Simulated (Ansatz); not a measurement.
Something may be wrong with this Ansatz 0.2.0 calculation of SnSe.

File input.yaml:

```yaml
crystal:
  lattice:
    - [0.0, 3.01, 3.01]
    - [3.01, 0.0, 3.01]
    - [3.01, 3.01, 0.0]
  atoms:
    - { symbol: Sn, position_ang: [0.0, 0.0, 0.0] }
    - { symbol: Se, position_ang: [3.01, 3.01, 3.01] }
hamiltonian:
  xc: r2scan0
  pseudopotentials: { kind: paw_fr }
  dispersion: d3bj
magnetization:
  noncollinear: true
  spin_orbit: true
kpoints:
  mp_grid: { grid: [4, 4, 4], kspacing: 0.3 }
scf:
  occupations: { method: fixed }
  n_extra_bands: 6
  max_iter: 60
output:
  forces: true
  stress: true
  eigenvalues: true
  dos: { projected: false, de: 0.05 }
```

Potentials or basis: Ansatz PAW.

Command:

```sh
$ ansatz run input.yaml --threads 1 --pin off --max-ram 2560MiB --backend cpu --events-out ev --progress --plain --runs-dir out
```

Output:

```text
Error: invalid value for `kpoints.mp_grid.kspacing`: mutually exclusive with `grid` — set one or the other
```

Q: What happened, and what is wrong with the input?

A: The input was rejected before any iteration. The input holds a flaw that was put in on purpose: a mesh with a zero or a mesh and a spacing (kpoints.mp_grid.kspacing = 0.3).
